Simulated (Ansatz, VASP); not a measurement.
# GaN: VASP beside Ansatz

Aim: how closely do two programs agree when they are given the same cell, functional and k mesh?

Program: Ansatz 0.2.0. Level of theory: plane waves, with VASP 6.6.1 beside it; band structure at PBE. Results are calculated unless marked as measured.

**1. The starting structure**

Symmetry: F-43m, No. 216, cubic system. Conventional cell: a = 4.507 Å, b = 4.507 Å, c = 4.507 Å, α = 90.00°, β = 90.00°, γ = 90.00°. Nearest to Ga lie 4 N at 1.95 Å. Nearest to N lie 4 Ga at 1.95 Å. Farther neighbours and most contacts between anions are not listed.

**2. VASP: band structure, PBE**

Levels along a path test the potential and the projectors away from the mesh points.

Lines of VASP's logs that name or quote its potential files are left out, and so is its time.

The input, INCAR:

```
SYSTEM = GaN
PREC = Accurate
ENCUT = 450
EDIFF = 1E-08
NELM = 100
ISMEAR = 0
SIGMA = 0.01
LREAL = .FALSE.
ALGO = Normal
GGA = PE
NBANDS = 15
LORBIT = 11
LWAVE = .TRUE.
LCHARG = .FALSE.
KPAR = 8
```

The input, POSCAR:

```
GaN
1.0
    0.0000000000      2.2535006075      2.2535006075
    2.2535006075      0.0000000000      2.2535006075
    2.2535006075      2.2535006075      0.0000000000
Ga N
1 1
Direct
    0.0000000000      0.0000000000      0.0000000000
    0.7500000000      0.7500000000      0.7500000000
```

The input, KPOINTS:

```
Automatic mesh
0
Gamma
8 8 8
0 0 0
```

The input, KPOINTS_OPT:

```
Line mode
12
Line-mode
Reciprocal
  0.00000000   0.00000000   0.00000000 GAMMA
  0.50000000   0.00000000   0.50000000 X

  0.50000000   0.00000000   0.50000000 X
  0.50000000   0.25000000   0.75000000 W

  0.50000000   0.25000000   0.75000000 W
  0.37500000   0.37500000   0.75000000 K

  0.37500000   0.37500000   0.75000000 K
  0.00000000   0.00000000   0.00000000 GAMMA

  0.00000000   0.00000000   0.00000000 GAMMA
  0.50000000   0.50000000   0.50000000 L

  0.50000000   0.50000000   0.50000000 L
  0.62500000   0.25000000   0.62500000 U

  0.62500000   0.25000000   0.62500000 U
  0.50000000   0.25000000   0.75000000 W

  0.50000000   0.25000000   0.75000000 W
  0.50000000   0.50000000   0.50000000 L

  0.50000000   0.50000000   0.50000000 L
  0.37500000   0.37500000   0.75000000 K

  0.62500000   0.25000000   0.62500000 U
  0.50000000   0.00000000   0.50000000 X
```

PAW data sets: Ga_d_GW and N_GW (PBE family, release 64).

Launch:

```sh
$ mpirun -np 8 vasp_std
```

Numbers of over 12 decimals in the logs are rounded to 6 here.

The program printed:

```text
[banner, memory and clock lines left out]
running    8 mpi-ranks, on    1 nodes
 distrk:  each k-point on    1 cores,    8 groups
 distr:  one band on    1 cores,    1 groups

 POSCAR found type information on POSCAR GaN
 POSCAR found :  2 types and       2 ions
|                                                                             |
|           W    W    AA    RRRRR   N    N  II  N    N   GGGG   !!!           |
|           W    W   A  A   R    R  NN   N  II  NN   N  G    G  !!!           |
|           W    W  A    A  R    R  N N  N  II  N N  N  G       !!!           |
|           W WW W  AAAAAA  RRRRR   N  N N  II  N  N N  G  GGG   !            |
|           WW  WW  A    A  R   R   N   NN  II  N   NN  G    G                |
|           W    W  A    A  R    R  N    N  II  N    N   GGGG   !!!           |
|                                                                             |
|     For optimal performance we recommend to set                             |
|       NCORE = 2 up to number-of-cores-per-socket                            |
|     NCORE specifies how many cores store one orbital (NPAR=cpu/NCORE).      |
|     This setting can greatly improve the performance of VASP for DFT.       |
|     The default, NCORE=1 might be grossly inefficient on modern             |
|     multi-core architectures or massively parallel machines. Do your        |
|     Unfortunately you need to use the default for GW and RPA                |
|     calculations (for HF NCORE is supported but not extensively tested      |
|     yet).                                                                   |
|                                                                             |

 LDA part: xc-table for (Slater+PW92), standard interpolation
 POSCAR, INCAR and KPOINTS ok, starting setup
 FFT: planning ... GRIDC
 FFT: planning ... GRID_SOFT
 FFT: planning ... GRID
 WAVECAR not read
 entering main loop
       N       E                     dE             d eps       ncg     rms          rms(c)
DAV:   1     0.118395189681E+03    0.11840E+03   -0.10498E+04   965   0.176E+03
DAV:   2    -0.578419638007E+01   -0.12418E+03   -0.11832E+03   933   0.366E+02
DAV:   3    -0.139923376614E+02   -0.82081E+01   -0.81555E+01  1164   0.106E+02
DAV:   4    -0.141285688508E+02   -0.13623E+00   -0.13620E+00   962   0.150E+01
DAV:   5    -0.141322459823E+02   -0.36771E-02   -0.36771E-02  1263   0.245E+00    0.111E+01
DAV:   6    -0.121370386430E+02    0.19952E+01   -0.53185E+00  1333   0.485E+01    0.517E+00
DAV:   7    -0.121349834386E+02    0.20552E-02   -0.28990E-01  1073   0.907E+00    0.321E+00
DAV:   8    -0.121303780721E+02    0.46054E-02   -0.50960E-02  1010   0.354E+00    0.388E-01
DAV:   9    -0.121286587066E+02    0.17194E-02   -0.66500E-03  1374   0.230E+00    0.733E-02
DAV:  10    -0.121288916228E+02   -0.23292E-03   -0.71237E-04  1077   0.527E-01    0.235E-02
DAV:  11    -0.121288769635E+02    0.14659E-04   -0.73970E-05  1418   0.204E-01    0.721E-03
DAV:  12    -0.121288785794E+02   -0.16160E-05   -0.76748E-06  1017   0.336E-02    0.315E-03
DAV:  13    -0.121288784092E+02    0.17026E-06   -0.55015E-07  1313   0.100E-02    0.372E-04
DAV:  14    -0.121288784140E+02   -0.48149E-08   -0.19860E-08   904   0.213E-03
   1 F= -.12128878E+02 E0= -.12128878E+02  d E =-.560737E-61
 Start KPOINTS_OPT (optional k-point list driver)
k-point batch [1-29\120]
       N       E                     dE             ncg
DAV:   1     0.149318952600E+04   -0.15825E+05      933
DAV:   2    -0.229497063414E+04   -0.37882E+04     1031
DAV:   3    -0.254537319906E+04   -0.25040E+03     1031
DAV:   4    -0.254992424434E+04   -0.45510E+01     1102
DAV:   5    -0.255004765848E+04   -0.12341E+00     1116
DAV:   6    -0.255005433042E+04   -0.66719E-02     1252
DAV:   7    -0.255005452877E+04   -0.19835E-03     1184
DAV:   8    -0.255005453637E+04   -0.75985E-05     1267
DAV:   9    -0.255005453651E+04   -0.14072E-06      938
DAV:  10    -0.255005453652E+04   -0.11439E-07      801
DAV:  11    -0.255005453653E+04   -0.25070E-08      806
[...]
k-point batch [117-120\120]
       N       E                     dE             ncg
DAV:   1     0.179047543670E+05   -0.30319E+04      144
DAV:   2     0.174599006021E+05   -0.44485E+03      141
DAV:   3     0.174380389965E+05   -0.21862E+02      169
DAV:   4     0.174376860031E+05   -0.35299E+00      141
DAV:   5     0.174376726627E+05   -0.13340E-01      170
DAV:   6     0.174376721461E+05   -0.51655E-03      157
DAV:   7     0.174376721391E+05   -0.70118E-05      177
DAV:   8     0.174376721387E+05   -0.42876E-06      164
DAV:   9     0.174376721387E+05   -0.12114E-08      138
 writing wavefunctions
```

Parts of OUTCAR (step 2):

```text
ion  position               nearest neighbor table
   1  0.000  0.000  0.000-   2 1.95   2 1.95   2 1.95   2 1.95
   2  0.750  0.750  0.750-   1 1.95   1 1.95   1 1.95   1 1.95

  LATTYP: Found a face centered cubic cell.
 ALAT       =     4.5070012150

 Subroutine GETGRP returns: Found 24 space group operations
 (whereof 24 operations were pure point group operations)

The static configuration has the point symmetry T_d .

 Found     29 irreducible k-points:

   k-points           NKPTS =     29   k-points in BZ     NKDIM =     29   number of bands    NBANDS=     15

   dimension x,y,z NGX =    24 NGY =   24 NGZ =   24
   dimension x,y,z NGXF=    48 NGYF=   48 NGZF=   48

   ENCUT  =  450.0 eV  33.07 Ry    5.75 a.u.   5.51  5.51  5.51*2*pi/ulx,y,z

   NELECT =      18.0000    total number of electrons

 k-points in reciprocal lattice and weights: Automatic mesh
   0.00000000  0.00000000  0.00000000       0.002
   0.12500000  0.00000000  0.00000000       0.016
   0.25000000  0.00000000  0.00000000       0.016
   0.37500000  0.00000000  0.00000000       0.016
   0.50000000  0.00000000  0.00000000       0.008
   0.12500000  0.12500000  0.00000000       0.012
   0.25000000  0.12500000  0.00000000       0.047
   0.37500000  0.12500000  0.00000000       0.047
   0.50000000  0.12500000  0.00000000       0.047
[...]
-0.37500000  0.50000000  0.12500000       0.023
  -0.25000000  0.50000000  0.25000000       0.012

 average (electrostatic) potential at core
       1 -63.7271       2 -61.4174

 E-fermi :   5.2077

 k-point     1 :       0.0000    0.0000    0.0000
  band No.  band energies     occupation
    ...
      5      -8.0767      2.00000
      6      -8.0767      2.00000
      7       5.0933      2.00000
      8       5.0933      2.00000
      9       5.0933      2.00000
     10       6.8177      0.00000
     11      15.3893      0.00000
     12      15.3893      0.00000
     13      15.3893      0.00000
     14      22.7144      0.00000
    ...

 k-point     2 :       0.1250    0.0000    0.0000
  band No.  band energies     occupation
    ...
      5      -8.0784      2.00000
      6      -8.0784      2.00000
      7       3.5667      2.00000
      8       4.9327      2.00000
      9       4.9327      2.00000
     10       7.9688      0.00000
     11      14.6875      0.00000
     12      15.6262      0.00000
     13      15.6262      0.00000
     14      22.2649      0.00000
    ...

 k-point     3 :       0.2500    0.0000    0.0000
  band No.  band energies     occupation
    ...
      5      -8.0719      2.00000
      6      -8.0211      2.00000
      7       1.2371      2.00000
      8       4.5746      2.00000
      9       4.5746      2.00000
     10       9.1568      0.00000
     11      13.8748      0.00000
     12      15.8451      0.00000
     13      15.8451      0.00000
     14      21.0935      0.00000
    ...

  Total        0.4984504      0.4984504      0.4984504      0.0000000      0.0000000      0.0000000
  in kB       34.8922942     34.8922942     34.8922942      0.0000000      0.0000000      0.0000000
  external PRESSURE =      34.8922942 kB  Pullay stress =       0.0000000 kB

  energy-cutoff  :      450.00
  volume of cell :       22.89
      direct lattice vectors                 reciprocal lattice vectors
     0.000000000  2.253500607  2.253500607    -0.221877020  0.221877020  0.221877020
     2.253500607  0.000000000  2.253500607     0.221877020 -0.221877020  0.221877020
     2.253500607  2.253500607  0.000000000     0.221877020  0.221877020 -0.221877020

 POSITION                                       TOTAL-FORCE (eV/Angst)
 -----------------------------------------------------------------------------------
      0.00000      0.00000      0.00000         0.000000      0.000000      0.000000
      3.38025      3.38025      3.38025        -0.000000     -0.000000     -0.000000
 -----------------------------------------------------------------------------------
    total drift:                               -0.000016     -0.000016     -0.000016

  FREE ENERGIE OF THE ION-ELECTRON SYSTEM (eV)
  ---------------------------------------------------
  free  energy   TOTEN  =       -12.1288784140 eV

  energy  without entropy=      -12.1288784140  energy(sigma->0) =      -12.12887841

 total charge
# of ion       s       p       d       tot
------------------------------------------
    1        0.782   0.898  10.127  11.807
    2        1.201   2.452   0.000   3.652
--------------------------------------------------
tot          1.982   3.350  10.127  15.459

[... 3 further parts left out ...]
```

The run ends at a pressure of 3.49 GPa.

**3. Ansatz: band structure, PBE**

Ansatz runs on its default PAW (the set named soft_2) files.

The same cell, functional, mesh and smearing now go to Ansatz, which takes its cutoff from its data sets.

The input, input.yaml:

```yaml
crystal:
  lattice:
    - [0.0, 2.2535006075, 2.2535006075]
    - [2.2535006075, 0.0, 2.2535006075]
    - [2.2535006075, 2.2535006075, 0.0]
  atoms:
    - { symbol: Ga, position: [0.0, 0.0, 0.0] }
    - { symbol: "N", position: [0.75, 0.75, 0.75] }
hamiltonian:
  xc: pbe
  pseudopotentials: { kind: paw }
kpoints:
  mp_grid: { grid: [8, 8, 8] }
  band_path:
    path:
      - [0.0, 0.0, 0.0]
      - [0.18182, 0.0, 0.18182]
      - [0.36364, 0.0, 0.36364]
      - [0.5, 0.0, 0.5]
      - [0.5, 0.09091, 0.59091]
      - [0.5, 0.18182, 0.68182]
      - [0.5, 0.25, 0.75]
      - [0.45455, 0.29545, 0.75]
      - [0.40909, 0.34091, 0.75]
      - [0.375, 0.375, 0.75]
      - [0.20455, 0.20455, 0.40909]
      - [0.06818, 0.06818, 0.13636]
      - [0.04545, 0.04545, 0.04545]
      - [0.22727, 0.22727, 0.22727]
      - [0.40909, 0.40909, 0.40909]
      - [0.51136, 0.47727, 0.51136]
      - [0.55682, 0.38636, 0.55682]
      - [0.60227, 0.29545, 0.60227]
      - [0.61364, 0.25, 0.63636]
      - [0.56818, 0.25, 0.68182]
      - [0.51136, 0.25, 0.73864]
      - [0.5, 0.29545, 0.70455]
      - [0.5, 0.38636, 0.61364]
      - [0.5, 0.47727, 0.52273]
      - [0.47727, 0.47727, 0.54545]
      - [0.43182, 0.43182, 0.63636]
      - [0.38636, 0.38636, 0.72727]
      - [0.60227, 0.20455, 0.60227]
      - [0.55682, 0.11364, 0.55682]
      - [0.5, 0.0, 0.5]
    npoints: 1
scf:
  occupations: { method: gaussian, width: 0.01 }
  n_extra_bands: 7
output:
  forces: true
  stress: true
  eigenvalues: true
```

Launch:

```sh
$ ansatz run input.yaml --threads 2 --pin off --max-ram 4608MiB --backend cpu --events-out ev --progress --plain --runs-dir out
```

The program printed:

```text
scf.n_extra_bands = 7 over 9 filled bands (N_el = 18.0): the run solves 16 bands
Engine: ansatz 0.2.0, aarch64-unknown-linux-gnu
Pseudopotentials: kind: paw
Pseudopotential: Ga, paw, valence charge 13, recommended cutoff 420 eV (normal), Ga.paw.azcp
Pseudopotential: N, paw, valence charge 5, recommended cutoff 420 eV (normal), N.paw.azcp
Functional definition: PBE
  parameter kappa = 0.804
  parameter beta = 0.066725
  exchange = pbe_x(kappa = kappa, mu = beta*pi^2/3)
  correlation = pbe_c(beta = beta)
Crystal: 2 atoms, lattice volume = 22.888 Å³
Basis set: ecut = 420 eV, 459 PW (Γ), exchange–correlation on 48×48×48 points (8 copies of the dense FFT grid, shifted against one another)
Bands: 16, of which v1, the nominal top of the filled ones, is band 9 counted from 1 (8 counted from 0)
Symmetry: 24 space group operations
Space group: F-43m (ITA 216), of the structure as read, at distance tolerance 2.8e-5 Å
k-points: 29 of 512 (time reversal used)
Non-local potential: Ga, projectors of the file, l = 0: 2, l = 1: 2, l = 2: 3, l = 3: 1
Non-local potential: N, projectors of the file, l = 0: 2, l = 1: 2, l = 2: 1
PAW form: soft (Blöchl's): semilocal exchange-correlation on the pseudo side does not see the compensation charge
PAW one-centre angular grid: Ga, 590 points (default); XC on 64 Gauss nodes
PAW one-centre angular grid: N, 110 points (default); XC on 64 Gauss nodes
Initial density: superposition of atomic densities (neutral atoms: chi_scale 0, normalization atom), corrected by the library's trained network
Initial wavefunctions: pseudopotential atomic-orbital guess
Functional: x = pbe(κ = 0.804, μ = 0.219515), c = pbe(β = 0.066725)
SCF iter   1: F=—  HF=-4167.897455 eV  |F-HF|=—  |Δ(HF+E_count)|=         —  Δρ=6.17e-4  dr2=2.75e-5  ethr=1.77e-3  ⟨swp⟩=5.0  Hψ=2365  notcnv=0
preconditioner: auto → none  [insulator: Δε(μ)=1.714 eV  Ē_g=22.886 eV  σ=0.010 eV  W_gap=1.00  n_scr=8 (ndim 8)  ℏωp=32.9 eV  f_vac=0.001  D(μ)=0.00/eV (n_scr^D=0)  ε∞_Penn≈3.1]
SCF iter   2: F=—  HF=-4167.897720 eV  |F-HF|=—  |Δ(HF+E_count)|=   2.65e-4  Δρ=3.32e-4  dr2=8.21e-6  ethr=1.53e-7  ⟨swp⟩=2.7  Hψ=1113  notcnv=0  defer=67
SCF iter   3: F=—  HF=-4167.897763 eV  |F-HF|=—  |Δ(HF+E_count)|=   4.29e-5  Δρ=1.26e-4  dr2=1.21e-6  ethr=4.56e-8  ⟨swp⟩=2.0  Hψ=643  notcnv=0  defer=67
SCF iter   4: F=—  HF=-4167.897770 eV  |F-HF|=—  |Δ(HF+E_count)|=   7.11e-6  Δρ=2.30e-5  dr2=9.51e-8  ethr=6.72e-9  ⟨swp⟩=2.0  Hψ=656  notcnv=0  defer=67
iter 5 did not close the SCF: its close was put off for the readings that it lacked (scf_convergence_deferred on its scf_iter line)
SCF iter   5: F=-4167.897770 eV  HF=-4167.897770 eV  |F-HF|=4.00e-9  |Δ(HF+E_count)|=   1.19e-8  Δρ=9.20e-6  dr2=7.72e-9  ethr=5.29e-10  ⟨swp⟩=2.0  Hψ=656  notcnv=0  defer=67
SCF iter   6: F=-4167.897770 eV  HF=-4167.897770 eV  |F-HF|=5.82e-11  |Δ(HF+E_count)|=   6.57e-9  Δρ=1.60e-6  dr2=2.49e-10  ethr=4.29e-11  ⟨swp⟩=4.3  Hψ=1833  notcnv=0
SCF 1 converged in 6 iterations: F = -4167.897770 eV  dr2 = 2.49e-10
  greatest PAW one-centre occupation: 0.995 electrons in one spin orbital (limit 2), on the Ga atom at site 0 (counted from 0), in its partial waves of l = 2
NSCF: frozen V_eff on 30 k-points
SCF converged after 6 iterations
Free energy (F): -4167.897770 eV
Harris-Foulkes:  -4167.897770 eV  (|F-HF|=5.82e-11)
Internal energy: -4167.897770 eV  (E = F + TS)
E sigma→0 (E₀):  -4167.897770 eV
Fermi energy:    10.508833 eV
--- Per-component energies (eV) ---
  E_band       = -5.643114
  E_kinetic    = 247.132592
  E_local      = -1949.946977  (includes V_loc(G=0)·N_el)
  E_nonlocal   = 474.309599
  E_hartree    = 897.114711
  E_xc         = -128.818636
  E_vxc        = -134.162046  (∫ρ·V_xc dr)
  E_paw        = -2120.254244  (= ΣΔE_a)
  E_vpaw       = -437.205387  (= ΣTr[D̂ρ^β])
  E_aug_tail   = 0.000139  (compensation charges beyond the density's cutoff)
  E_ewald      = -1587.434954
  E_smearing   = -0.000000  (= −TS)
  E_closure    = 0.000000  (closes the sum)
  Σ components = -4167.897770   (vs F -4167.897770, Δ=0.00e0)
--- Forces (eV/Å), atoms counted from 1 ---
  atom   1  Ga    -0.00000000     0.00000000     0.00000000
  atom   2  N      0.00000000    -0.00000000    -0.00000000
  max |Σ_I F_I| component: 1.85e-17 eV/Å
--- Stress (GPa, compression-positive) ---
        5.020469      -0.000000      -0.000000
       -0.000000       5.020469       0.000000
       -0.000000       0.000000       5.020469
  P = ⅓ Tr σ = 5.0205 GPa (50.205 kbar)
--- Band table (eV; the first three rows and the last of 29) ---
  k-point 0: bands = [... 5 lower, -3.5203, 9.6505, 9.6505, 9.6505, 11.3671, 19.9614, 19.9614, 19.9614, ... 3 higher]
  k-point 1: bands = [... 5 lower, -3.5219, 8.1221, 9.4891, 9.4891, 12.5183, 19.2543, 20.1978, 20.1978, ... 3 higher]
  k-point 2: bands = [... 5 lower, -3.4654, 5.7942, 9.1303, 9.1303, 13.7085, 18.4338, 20.4151, 20.4151, ... 3 higher]
  k-point 28: bands = [... 5 lower, -1.5450, 3.9562, 5.9590, 6.0143, 15.8706, 18.0351, 19.9149, 20.7605, ... 3 higher]
```

The job ended after 0.89 s (2 threads of Arm Neoverse V2, shared host; peak memory 0.27 GiB; 1.6 s of CPU time).

In the SCF lines HF is the Harris–Foulkes energy and dr2 the Hartree energy of the density residual, in eV; the loop may stop once dr2 is under the threshold and the program's other checks hold. Hψ counts applications of the Hamiltonian.

**4. Comparison**

Known differences besides the potentials themselves: the cutoff is 420 eV in Ansatz and 450 eV in VASP; VASP leaves aspherical gradient terms in its spheres out (LASPH is not set), Ansatz keeps them. Total energies have different zeros and are not compared.

Compared:

| quantity | Ansatz | VASP | difference |
| --- | --- | --- | --- |
| gap over the path points (eV) | 1.717 | 1.724 | -0.008 |

Levels at points of the path, from each program's valence-band top (eV; 3 filled, then empty):

| k (reciprocal lattice) | Ansatz | VASP |
| --- | --- | --- |
| 0.000 0.000 0.000 | 0.00 0.00 0.00 1.72 10.31 | 0.00 0.00 0.00 1.72 10.30 |
| 0.182 0.000 0.182 | -2.37 -0.91 -0.91 4.04 8.24 | -2.37 -0.91 -0.91 4.05 8.23 |
| 0.364 0.000 0.364 | -5.07 -2.30 -2.30 4.00 6.89 | -5.07 -2.30 -2.30 3.99 6.89 |
| 0.500 0.000 0.500 | -6.12 -2.70 -2.70 3.35 6.67 | -6.12 -2.70 -2.70 3.35 6.66 |
| 0.500 0.091 0.591 | -6.02 -3.01 -2.98 4.05 7.13 | -6.02 -3.01 -2.98 4.04 7.13 |
| 0.500 0.182 0.682 | -5.79 -3.51 -3.49 5.55 8.05 | -5.79 -3.51 -3.50 5.55 8.05 |
| 0.500 0.250 0.750 | -5.69 -3.69 -3.64 6.22 8.38 | -5.70 -3.69 -3.64 6.22 8.39 |
| 0.455 0.295 0.750 | -5.75 -4.00 -3.05 5.89 8.15 | -5.75 -4.00 -3.05 5.89 8.15 |
| 0.409 0.341 0.750 | -5.84 -4.20 -2.38 5.22 7.91 | -5.84 -4.20 -2.37 5.22 7.91 |
| 0.375 0.375 0.750 | -5.86 -4.25 -2.17 5.00 7.86 | -5.87 -4.25 -2.17 4.99 7.86 |

Among the levels compared at these points, filled levels agree within 5 meV and empty ones within 15 meV. Not compared: the pressure (VASP's GW data sets at this cutoff don't carry it).

**5. Other set-ups**

Further runs change the set-up of one program: Ansatz's method, potentials or start, or VASP's data sets, cutoff or form of LDA. The table gives Ansatz less VASP for each quantity, since a change that brings one quantity closer may part another.

| run | gap over the path points (eV) |
| --- | --- |
| as above | -0.0077 |
| Ansatz's larger PAW set (cutoff 1300 eV) | 0.0091 |
| norm-conserving potentials (cutoff 1240 eV) | 0.014 |

**6. Results**

```yaml
difference_in_gap_over_the_path_points_band_structure_pbe: -0.0077 eV
```

The difference in gap over the path points is -0.0077 eV (band structure, PBE), within the 0.08 eV picked in this series as the mark of a large difference. Band structure, PBE, Ansatz's larger PAW set (cutoff 1300 eV): the difference in gap over the path points goes from -0.0077 to 0.0091 eV. Band structure, PBE, norm-conserving potentials (cutoff 1240 eV): the difference in gap over the path points goes from -0.0077 to 0.014 eV. Such differences can come from data sets, numerical settings and the points named under the comparisons, not from the functional's error against experiment.

[Lines on the potential files, build, host, timing and source positions are cut from VASP's logs without a mark.]

[Logs are printed without paths, hosts, clocks, repeated set-up lines and the standing remarks that a program may print on its own settings, such as how far it seeks lower states.]

[Hosts, paths, dates, database ids (printed as entryN), source tags and the programs' standing remarks are cut or masked in the printed files.]
